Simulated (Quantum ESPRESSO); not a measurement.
The system is MnO.

```
Mn O
1.0
     3.37170    0.00000    0.00000
    -1.68585    2.91998    0.00000
     0.00000    0.00000    5.38550
Mn O
2 2
Direct
  0.33333 0.66667 0.01096
  0.66667 0.33333 0.51096
  0.33333 0.66667 0.37547
  0.66667 0.33333 0.87547
```

Measurements of this composition are mostly on another form, of space group No. 225.

Base run:

```yaml
Program: Quantum ESPRESSO 7.5
Functional: LDA
Potentials_or_basis: PseudoDojo 0.4.1 SR LDA standard
Cutoff: 1306 eV
Density_cutoff: 5225 eV
k_mesh: 6 × 6 × 4
Occupations: gaussian, width 0.05 eV
Spin: collinear spin, ferromagnetic start
Starting_moments: "[5.0, 5.0, 0.0, 0.0] μB"
Hubbard_terms: Mn d U = 3 eV
```

Its results: band gap on the k mesh 0.08 eV, direct; pressure -0.4 GPa; net moment 10.00 μB per cell; site moments Mn +3.91; O +0.17 μB; largest force 0.744 eV/Å.

**Question.** After a change of settings the same cell gave: band gap on the k mesh 0.16 eV, direct; pressure 5.4 GPa; net moment 10.00 μB per cell; site moments Mn +4.01; O +0.08 μB; largest force 0.951 eV/Å. Which change was it?
A. hubbard terms from Mn d U = 3 eV to none
B. hubbard terms from Mn d U = 3 eV to Mn d U = 6 eV
C. hubbard terms from Mn d U = 3 eV to Mn d U = 8 eV

**Answer.** C.

Caveats: only a ferromagnetic start was run, and an antiferromagnetic order may lie lower in energy.
